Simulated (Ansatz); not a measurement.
Space group Fm-3m (No. 225). a = 4.158 Å, b = 4.158 Å, c = 4.158 Å, α = 90.00°, β = 90.00°, γ = 90.00°
```tsv
atom	site	symmetry	x	y	z
Au	4a	m-3m	0.0000	0.0000	0.0000
```

Equation of state of this Au structure (not necessarily the ground state), with shape and atoms relaxed at each volume where symmetry leaves them free. It has no gap at any of these volumes. The calculation used Ansatz, DFT PBE, scalar-relativistic, plane waves, PAW.

Plane waves to 420 eV, a k mesh through Γ of 22×22×22 on the computed 1-atom cell and Gaussian smearing (0.10 eV); no spin polarisation.

```json
{"V (Å³/atom)": "15.820", "E − E(largest V) (meV/atom)": "87.54", "P (GPa)": "25.86"}
{"V (Å³/atom)": "16.359", "E − E(largest V) (meV/atom)": "15.47", "P (GPa)": "17.29"}
{"V (Å³/atom)": "16.898", "E − E(largest V) (meV/atom)": "-30.52", "P (GPa)": "10.32"}
{"V (Å³/atom)": "17.438", "E − E(largest V) (meV/atom)": "-55.41", "P (GPa)": "4.65"}
{"V (Å³/atom)": "17.977", "E − E(largest V) (meV/atom)": "-63.05", "P (GPa)": "0.01"}
{"V (Å³/atom)": "18.516", "E − E(largest V) (meV/atom)": "-56.51", "P (GPa)": "-3.79"}
{"V (Å³/atom)": "19.056", "E − E(largest V) (meV/atom)": "-38.40", "P (GPa)": "-6.87"}
{"V (Å³/atom)": "19.775", "E − E(largest V) (meV/atom)": "0.00", "P (GPa)": "-10.07"}
```

Question: Fit a third-order Birch–Murnaghan equation, E = E0 + (9V0B0/16)·[(x − 1)³B0' + (x − 1)²(6 − 4x)] with x = (V0/V)^(2/3), to E(V).

Answer: V0 = 17.98 Å³/atom, B0 = 140 GPa, B0' = 5.8.

Spin-orbit coupling is left out, which matters for the bands of heavy elements.

The cell was reached from a generator's guess, though it ends in a space group that the Crystallography Open Database lists for this formula.
